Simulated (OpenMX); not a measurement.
**BAs: equation of state with LDA**

**The experiment to reproduce.**

“Basic Physical Properties of Cubic Boron Arsenide”, 2019, arxiv:1911.11281 quotes, for a bulk crystal of BAs: bulk modulus 148 GPa.

Crystal: BAs.

```xyz
2
Lattice="0.0000 2.3885 2.3885 2.3885 0.0000 2.3885 2.3885 2.3885 0.0000" Properties=species:S:1:pos:R:3 pbc="T T T"
As    3.5827    3.5827    3.5827
B     0.0000    0.0000    0.0000
```

| Quantity | Value |
| --- | --- |
| Program | OpenMX 3.8.5 |
| Task | equation of state |
| Functional | LDA |
| Potentials or basis | OpenMX 2013 LDA set, As7.0-s3p2d2, B7.0-s2p2d1, fixed grid of 36 × 36 × 36 points |
| k mesh | 11 × 11 × 11 |
| Occupations | fermi-dirac, width 0.05 eV |
| Spin | no spin polarisation |

The equilibrium volume is 13.29 Å³/atom. The bulk modulus is 148 GPa and the pressure derivative of the bulk modulus is 4.2 (rough: it moves with the points fitted).

Energy against volume, from the lowest point:
```csv
volume (Å³/atom),energy (meV/atom)
12.809,8.42
13.081,1.61
13.354,0.00
13.626,3.81
13.899,12.17
14.171,24.28
14.444,40.33
```

Against the measured bulk modulus of BAs, 148 GPa (quoted in “Basic Physical Properties of Cubic Boron Arsenide”, 2019, arxiv:1911.11281), the calculated 148 GPa is off by +0.2 %. The fit is for a static lattice scaled at fixed shape and fixed fractional positions.

Caveat: the basis has few d functions beyond the semicore shells, which can make volumes several per cent too large; volumes in these bases differ from converged ones by about 1 %, for some elements by several; the basis of atomic orbitals isn't converged, which shifts pressures, moduli and gaps. LDA usually gives volumes a few per cent too small.
